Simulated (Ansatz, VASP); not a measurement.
## C: VASP beside Ansatz

```
C
1.0
     2.10567   -1.21526   -0.01328
     2.10567    1.21526   -0.01328
    -1.38866    0.00000    2.96268
C
2
Direct
  0.83353 0.83353 0.00072
  0.16647 0.16647 0.99928
```

Alike in both runs: functional LDA; k mesh 14 × 14 × 8; occupations gaussian, width 0.02 eV; no spin polarisation.

Ansatz relaxed the structure, and its values are those at the end. VASP's run is a single point on that final structure, the one shown.

```csv
,VASP,Ansatz
version,VASP 6.6.1,Ansatz 0.2.0
potentials or method,"VASP PAW LDA potentials, release 64 (C)","scalar-relativistic, plane waves, PAW"
plane-wave cutoff (eV),520,420
valence electrons in the cell,8,8
```

Ansatz gave:

```
gap on the k mesh at the Fermi level (eV) : 0.09
least direct gap on the mesh (eV)         : 0.09
pressure (GPa)                            : 8.0
```

Question: Estimate VASP's values.

Answer: gap on the k mesh at the Fermi level (eV): 0.09; least direct gap on the mesh (eV): 0.09; pressure (GPa): 8.9.
